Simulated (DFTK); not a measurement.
## W in DFTK: convergence with cutoff

The system is W.

```
W
1.0
    -1.58234    1.58234    1.58234
     1.58234   -1.58234    1.58234
     1.58234    1.58234   -1.58234
W
1
Direct
  0.00000 0.00000 0.00000
```

```yaml
Program: DFTK 0.8.2
Task: convergence study
Functional: r2SCAN
Potentials_or_basis: cp2k.nc.sr.pbe.v0_1.largecore.gth (PBE, GTH, large core)
Cutoff: 299 eV
k_mesh: 7 × 7 × 7
Occupations: fermi-dirac, width 0.15 eV
Spin: no spin polarisation
```

These are the settings of the first run; the series varies cutoff, with any setting tied to it.

Hardware: 1 thread of Intel(R) Xeon(R) Platinum 8259CL CPU @ 2.50GHz (Skylake/Cascade Lake), with other jobs on the host.

The values tried are 299.325 eV, 380.959 eV, 489.805 eV, 598.65 eV, 734.707 eV, 870.764 eV, 1034.03 eV, 1251.72 eV, loosest first. From which on does the pressure stay within 0.1 GPa of the tightest run that finished?

From 870.764 eV on.

```csv
cutoff,"energy less the tightest run, at zero smearing (meV/atom)",pressure (GPa),SCF cycles
299.325 eV,229.52,15.22,10
380.959 eV,107.39,25.98,10
489.805 eV,76.46,24.27,10
598.65 eV,26.50,24.42,10
734.707 eV,6.18,25.32,11
870.764 eV,0.46,25.57,11
1034.03 eV,0.38,25.55,10
1251.72 eV,0.00,25.57,11
```

Against the tightest run, the energy stays within 1 meV/atom from 870.764 eV on. The tightest run that finished is the yardstick and may itself not be fully converged.

Caveat, for the tightest run too: the k mesh is coarse (spacing up to 0.40 Å⁻¹), so the values aren't converged; so large a pressure means that the cell lies far from this level's equilibrium, or that cutoff or potentials fall short; the potentials were made for another functional, which shifts forces and pressure; this set keeps more shells in the core, which shifts pressures and gaps. The run has no spin-orbit coupling, so splittings on W are missing.
